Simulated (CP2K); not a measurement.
Something may be wrong with this CP2K 2026.2 calculation of AlO.

Contents of alo_scf.inp:

```
&GLOBAL
  PROJECT alo_scf
  RUN_TYPE ENERGY_FORCE
  PRINT_LEVEL LOW
&END GLOBAL
&FORCE_EVAL
  METHOD QS
  STRESS_TENSOR ANALYTICAL
  &DFT
    BASIS_SET_FILE_NAME BASIS_MOLOPT_UZH
    POTENTIAL_FILE_NAME POTENTIAL_UZH
    &MGRID
      CUTOFF 600
      REL_CUTOFF 60
      NGRIDS 4
    &END MGRID
    &QS
      METHOD GPW
      EPS_DEFAULT 1.0E-9
    &END QS
    &KPOINTS
      SCHEME MONKHORST-PACK 10 10 10
      GAMMA_CENTERED T
      SYMMETRY T
      SYMMETRY_BACKEND SPGLIB
    &END KPOINTS
    &SCF
      SCF_GUESS ATOMIC
      EPS_SCF 1.0E-6
      MAX_SCF 5
      ADDED_MOS 10
      CHOLESKY OFF
      EPS_EIGVAL 1.0E-7
      &DIAGONALIZATION ON
        ALGORITHM STANDARD
      &END DIAGONALIZATION
      &MIXING ON
        METHOD BROYDEN_MIXING
        ALPHA 0.4
        BETA 1.5
        NBUFFER 8
      &END MIXING
      &SMEAR ON
        METHOD FERMI_DIRAC
        ELECTRONIC_TEMPERATURE [K] 580.226
      &END SMEAR
    &END SCF
    &XC
      &XC_FUNCTIONAL
        &GGA_X_RPBE
        &END GGA_X_RPBE
        &GGA_C_PBE
        &END GGA_C_PBE
      &END XC_FUNCTIONAL
    &END XC
    &PRINT
      &KPOINTS ON
      &END KPOINTS
      &MULLIKEN ON
      &END MULLIKEN
      &MO ON
        ENERGIES T
        OCCUPATION_NUMBERS T
        &EACH
          QS_SCF 0
        &END EACH
        ADD_LAST NUMERIC
      &END MO
    &END PRINT
  &END DFT
  &SUBSYS
    &CELL
      A 2.7691900000 0.0000000000 0.0000000000
      B 0.0000000000 2.7691900000 0.0000000000
      C 0.0000000000 0.0000000000 2.7691900000
      PERIODIC XYZ
    &END CELL
    &COORD
      Al  1.3845950000 1.3845950000 1.3845950000
      O   0.0000000000 0.0000000000 0.0000000000
    &END COORD
    &KIND Al
      BASIS_SET TZVP-MOLOPT-PBE-GTH-q3
      POTENTIAL GTH-PBE-q3
    &END KIND
    &KIND O
      BASIS_SET TZVP-MOLOPT-PBE-GTH-q6
      POTENTIAL GTH-PBE-q6
    &END KIND
    &PRINT
      &ATOMIC_COORDINATES ON
      &END ATOMIC_COORDINATES
      &CELL ON
      &END CELL
      &SYMMETRY ON
      &END SYMMETRY
    &END PRINT
  &END SUBSYS
  &PRINT
    &FORCES ON
    &END FORCES
    &STRESS_TENSOR ON
    &END STRESS_TENSOR
  &END PRINT
&END FORCE_EVAL
```

Potentials or basis: POTENTIAL_UZH Al GTH-PBE-q3, O GTH-PBE-q6; TZVP-MOLOPT-PBE-GTH basis.

The run is started by

```bash
$ OMP_NUM_THREADS=1 cp2k.psmp -i alo_scf.inp -o alo_scf.out
```

alo_scf.out:

```text

 CP2K| version string:                                       CP2K version 2026.2
 CP2K| Input file name                                               alo_scf.inp

 GLOBAL| Force Environment number                                              1
 GLOBAL| Basis set file name                                    BASIS_MOLOPT_UZH
 GLOBAL| Potential file name                                       POTENTIAL_UZH
 GLOBAL| MM Potential file name                                     MM_POTENTIAL
 GLOBAL| Coordinate file name                                      __STD_INPUT__
 GLOBAL| Method name                                                        CP2K
 GLOBAL| Project name                                                    alo_scf
 GLOBAL| Run type                                                   ENERGY_FORCE
 GLOBAL| FFT library                                                       FFTW3
 GLOBAL| Diagonalization library                                       ScaLAPACK
 GLOBAL| Cholesky decomposition library                                ScaLAPACK
 GLOBAL| DGEMM library                                                      BLAS
[... 170 lines left out ...]
  Hartree energy:                                              20.43570429851158
  Exchange-correlation energy:                                 -4.31509673833723
  Electronic entropic energy:                                  -0.00036324520776
  Fermi energy:                                                 0.33728529768598

  Total energy:                                               -18.03034060389027
  Total energy (extrapolated to T->0):                        -18.03015898128639

 *******************************************************************************
 *   ___                                                                       *
 *  /   \                                                                      *
 * [ABORT]                                                                     *
 *  \___/     SCF run NOT converged. To continue the calculation regardless,   *
 *    |             please set the keyword IGNORE_CONVERGENCE_FAILURE.         *
 *  O/|                                                                        *
 * /| |                                                                        *
 * / \                                                            qs_scf.F:702 *
 *******************************************************************************

 ===== Routine Calling Stack =====

            4 scf_env_do_scf
            3 qs_energies
            2 qs_forces
            1 CP2K
```

Task: How did it end, and where is the flaw?

Result: The run did not converge. The input holds a flaw that was put in on purpose: far too few SCF iterations allowed.

A sound run on the same cell differs in these lines of the main input:
```diff
@@ -30 +30 @@
-      MAX_SCF 5
+      MAX_SCF 100
```
